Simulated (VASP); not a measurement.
A run of VASP 6.6.1 is set up as follows.

File INCAR:

```
SYSTEM = AlN
PREC = Accurate
ENCUT = 520
EDIFF = 1E-6
ISMEAR = 0
SIGMA = 0.01
LREAL = .FALSE.
LASPH = .TRUE.
NELM = 60
ALGO = Fast
ISIF = 2
LWAVE = .FALSE.
LCHARG = .FALSE.
GGA = PS
NBANDS = 16
```

The input KPOINTS:

```
Automatic mesh
0
G
  9 9 6
  0 0 0
```

POSCAR

```
AlN
1.0
    3.1138126617      0.0000000000      0.0000000000
   -1.5569063308      2.6966408676      0.0000000000
    0.0000000000      0.0000000000      4.9833864630
Al N
2 2
Direct
    0.3333333333      0.6666666667     -0.0009968572
    0.6666666667      0.3333333333      0.4990031428
    0.3333333333      0.6666666667      0.3809968572
    0.6666666667      0.3333333333      0.8809968572
```

Potentials or basis: VASP PAW PBE potentials, release 64 (Al, N).

Run with:

```sh
$ cat potpaw_PBE.64/Al/POTCAR potpaw_PBE.64/N/POTCAR > POTCAR
$ mpirun -np 1 vasp_std > vasp.out
```

(1) Estimate the band gap on the k mesh.

(2) What does it give for the pressure?

Answers

(1) 4.11 eV, direct.

(2) -0.1 GPa.

Caveat: the PAW data sets were made with another functional, which shifts forces and pressure a little; an odd mesh through Γ misses points on the zone boundary, where band edges often lie.
